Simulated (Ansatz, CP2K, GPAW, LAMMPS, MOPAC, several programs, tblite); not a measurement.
# Many methods on one cell: HgS (zincblende)

Zincblende HgS, relaxed with r2SCAN in Ansatz, was computed with several methods. It is cubic, F-43m (No. 216); conventional cell a = 5.930 Å, 26.07 Å³ an atom. Hg has 4 S at 2.57 Å; S has 4 Hg at 2.57 Å. Calculated for a static, non-magnetic cell.

```cif
data_structure
_symmetry_space_group_name_H-M 'F-43m'
_symmetry_Int_Tables_number 216
_cell_length_a 5.9304
_cell_length_b 5.9304
_cell_length_c 5.9304
_cell_angle_alpha 90.000
_cell_angle_beta 90.000
_cell_angle_gamma 90.000
_cell_volume 208.57
loop_
_atom_site_label
_atom_site_type_symbol
_atom_site_symmetry_multiplicity
_atom_site_Wyckoff_symbol
_atom_site_fract_x
_atom_site_fract_y
_atom_site_fract_z
_atom_site_occupancy
Hg1 Hg 4 a 0.00000 0.00000 0.00000 1
S1 S 4 d 0.25000 0.25000 0.75000 1
```

Gaps and times are for a single point on this cell; volume and bulk modulus come from each method's own relaxation or energy curve at fixed shape. Times are rough, from shared hosts (Arm Neoverse V1), and each method has its own mesh and cell size. PM6 (MOPAC), PM7 (MOPAC), GFN1-xTB (tblite), GFN2-xTB (tblite) treat a cluster of cells at its zone centre, which samples few k points: where these miss a band edge, the gap comes out too large for that reason alone. Gaps from k meshes are read at a limited set of points (mesh, symmetry points, PBE's band edges), so each method's own least gap may be somewhat smaller. Force fields have no electrons; where one was fitted to this phase, its volume and modulus reflect the fit. xTB and the PM methods were fitted mostly to molecules, and can miss a solid's gap by electronvolts. Minimal bases can be far off for gaps. d marks a direct gap, i an indirect one (no mark: not told apart), a dash a value that wasn't computed or didn't pass its checks.

| method | kind | gap (eV) | own volume (Å³/atom) | bulk modulus (GPa) | atoms computed | processor time |
| --- | --- | --- | --- | --- | --- | --- |
| CdTeZnSeHgS0.sw (LAMMPS) | force field | – | 25.13 | 69 | 2 | 0.11 s |
| light PBE (260 eV and a coarse mesh) | light plane-wave | 0 | – | – | 2 | 0.88 s |
| GFN1-xTB (tblite) | tight binding | 0 | 25.01 | 44 | 64 | 2.1 s |
| PBE | semilocal | 0 | 26.89 | 50 | 2 | 3 s |
| GFN2-xTB (tblite) | tight binding | 0 | – | – | 64 | 4.2 s |
| PBE/SZV (CP2K) | small basis | 0 | 26.52 | 73 | 2 | 5.3 s |
| PBE/single zeta (GPAW) | small basis | 0 | – | – | 2 | 6.1 s |
| r2SCAN | semilocal | 0 | 26.07 | 58 | 2 | 7.5 s |
| PM6 (MOPAC) | semi-empirical | 5.54 | – | – | 64 | 8.6 s |
| PM7 (MOPAC) | semi-empirical | 5.19 | – | – | 64 | 8.7 s |
| PBE/DZVP (CP2K) | small basis | 0 | 27.29 | 49 | 2 | 13 s |

Volumes against r2SCAN's: CdTeZnSeHgS0.sw (LAMMPS) -3.6 %, GFN1-xTB (tblite) -4.1 %, PBE +3.1 %, PBE/SZV (CP2K) +1.7 %, PBE/DZVP (CP2K) +4.7 %.

With PBE and r2SCAN the bands overlap or touch, or nearly. Semilocal functionals can close a real gap, so this doesn't show a metal; small gaps of other methods may in turn close between the points read or with spin-orbit coupling, and the solid may be a semimetal.

Spin-orbit coupling is left out; in compounds of Pb, Bi, Tl or Hg it can lower a gap by up to about 1 eV, split its edges or invert the bands.
